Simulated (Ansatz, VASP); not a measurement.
# Two plane-wave programs on SnSe

Contents of INCAR:

```
SYSTEM = SnSe
PREC     = Accurate       ! precision mode
ENCUT    = 600            ! plane-wave cutoff, eV
EDIFF    = 1E-7           ! SCF threshold, eV
ISMEAR   = -1             ! smearing method
SIGMA    = 0.05           ! smearing width, eV
LREAL    = .FALSE.        ! projectors in reciprocal space
LASPH    = .TRUE.         ! aspherical terms in the spheres
NELM     = 60             ! most SCF steps
ALGO     = Normal         ! electronic algorithm
ISIF     = 3              ! what is computed and relaxed
LWAVE    = .FALSE.        ! write WAVECAR
LCHARG   = .FALSE.        ! write CHGCAR
GGA      = B5             ! functional
ALDAX    = 1.0          
AGGAX    = 1.0          
AGGAC    = 1.0          
ALDAC    = 0.0          
IBRION   = 2              ! ionic algorithm
NSW      = 60             ! ionic steps
EDIFFG   = -0.01          ! ionic threshold
```

Contents of KPOINTS:

```
Automatic mesh
0
G
  8 8 8
  0 0 0
```

POSCAR

```
SnSe
1.0
    0.0000000000      3.0100000000      3.0100000000
    3.0100000000      0.0000000000      3.0100000000
    3.0100000000      3.0100000000      0.0000000000
Sn Se
1 1
Direct
    0.0000000000      0.0000000000      0.0000000000
    0.5000000000      0.5000000000      0.5000000000
```

Contents of input.yaml:

```yaml
crystal:
  lattice:
    - [0.0, 3.01, 3.01]
    - [3.01, 0.0, 3.01]
    - [3.01, 3.01, 0.0]
  atoms:
    - { symbol: Sn, position: [0.0, 0.0, 0.0] }
    - { symbol: Se, position: [0.5, 0.5, 0.5] }
hamiltonian:
  xc: blyp
  pseudopotentials: { kind: paw }
kpoints:
  mp_grid: { grid: [8, 8, 8] }
scf:
  occupations: { method: fermi_dirac, width: 0.05 }
output:
  forces: true
  stress: true
  write_density: true
  write_potential: true
  elf: true
  volumetric_format: npy
relax:
  f_tol: 0.01
  max_steps: 40
  cell: { stress_tol: 0.05 }
```

Measurements of this composition are mostly on another form, of space group No. 62.

Alike in both runs: task relaxation of cell and atoms; functional BLYP; k mesh 8 × 8 × 8; occupations fermi-dirac, width 0.05 eV; no spin polarisation.

|  | VASP | Ansatz |
| --- | --- | --- |
| version | VASP 6.6.1 | Ansatz 0.2.0 |
| potentials or method | VASP PAW PBE potentials, release 64 (Sn_d, Se) | Ansatz PAW |
| plane-wave cutoff (eV) | 600 | 420 |
| valence electrons in the cell | 20 | 30 |

Ansatz gave:

* gap on the k mesh at the Fermi level, each at its own relaxed structure (eV): 0.03
* relaxed volume (Å³/atom): 30.05
* relaxed cell length with the largest relative difference (Å): 4.397
* energy change over the relaxation (meV/atom): -38

Q: What did VASP give for the same quantities?

A: gap on the k mesh at the Fermi level, each at its own relaxed structure (eV): 0.04; relaxed volume (Å³/atom): 30.10; relaxed cell length with the largest relative difference (Å): 4.399; energy change over the relaxation (meV/atom): -40.

The two sets of potentials don't hold the same shells in valence.

Caveats: spin-orbit coupling is left out, which moves the levels of the heavy elements; the volume moved by +10 % from the deposited cell, more than functionals usually miss; the PAW data sets were made with another functional, which shifts forces and pressure a little (VASP); the plane-wave basis is chosen anew once the cell has moved, so the energies of steps on either side of that aren't comparable (Ansatz); the PAW data sets come from PBE, with cores solved anew for the run's functional, which leaves a small shift of forces and pressure (Ansatz). Zero-point motion and thermal expansion aren't in these numbers. BLYP gives volumes clearly too large for solids.
